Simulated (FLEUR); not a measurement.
Crystal: Y.

```xyz
2
Lattice="3.6474 0.0000 0.0000 -1.8237 3.1587 0.0000 0.0000 0.0000 5.7306" Properties=species:S:1:pos:R:3 pbc="T T T"
Y     1.8237    1.0529    4.2980
Y     0.0000    2.1058    1.4326
```

```yaml
Program: FLEUR MaX-R8.1 (later development tree)
Task: single point
Functional: PBE
Potentials_or_basis: all-electron
Basis: FLAPW
Kmax: 4.1 1/bohr
k_mesh: 8 × 8 × 5
Occupations: fermi-dirac, width 0.05 eV
Spin: no spin polarisation
Gmax: 12.7 1/bohr
Muffin-tin_radii: Y 2.66 bohr
lmax: Y 11
Local_orbitals_a_species: Y 5
Max_iterations: 60
Mixing_factor: 0.05
Mixer: Anderson
Mixer_history: 15
Density_convergence: 1e-05 me/bohr^3
```

On this cell: largest force under 0.003 eV/Å; band gap on the k mesh none (metal or under the smearing width).

The same run follows on a disturbed copy (atoms moved at random, drawn with an rms of 0.05 Å):

```
Y
1.0
     3.64740    0.00000    0.00000
    -1.82370    3.15874    0.00000
     0.00000    0.00000    5.73060
Y
2
Direct
  0.67008 0.32178 0.75123
  0.33051 0.67413 0.25563
```

Q: What changes?

A: The energy (extrapolated to zero smearing) moves by +2.3 meV/atom; largest force 0.123 eV/Å; band gap on the k mesh none (metal or under the smearing width).

Forces on the atoms (eV/Å):
```
Y   -0.060  0.066  0.084
Y    0.060 -0.066 -0.084
```
